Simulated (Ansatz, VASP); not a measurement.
**One calculation of Au, two programs**

```
Au
1.0
    -1.65727    1.65727    1.65727
     1.65727   -1.65727    1.65727
     1.65727    1.65727   -1.65727
Au
1
Cartesian
  0.0000 0.0000 0.0000
```

Alike in both runs: functional PBEsol; k mesh 8 × 8 × 8; occupations fermi-dirac, width 0.05 eV; no spin polarisation.

|  | VASP | Ansatz |
| --- | --- | --- |
| version | VASP 6.6.1 | Ansatz 0.2.0 |
| potentials or method | VASP PAW PBE potentials, release 64 (Au), cutoff 520 eV | all-electron LAPW, scalar-relativistic |
| task | single point | band structure |

Ansatz gave:

| Item | Value |
| --- | --- |
| gap on the k mesh at the Fermi level (eV) | none |
| pressure (GPa) | -9.5 |

Problem. Which values does VASP return?

Solution. gap on the k mesh at the Fermi level (eV): none; pressure (GPa): -9.6.

A gap of «none» marks a metal or a gap that the smearing closes. Ansatz ran all-electron here, so the differences hold the error of VASP's frozen core and of both bases.

Caveats: the PAW data sets were made with another functional, which shifts forces and pressure a little (VASP); the k mesh is thin for a metal, which can move the energy by tens of meV per atom (Ansatz); spin-orbit coupling is left out, which moves the levels of the heavy elements (Ansatz). Spin-orbit coupling is left out, which matters for the levels of Au.
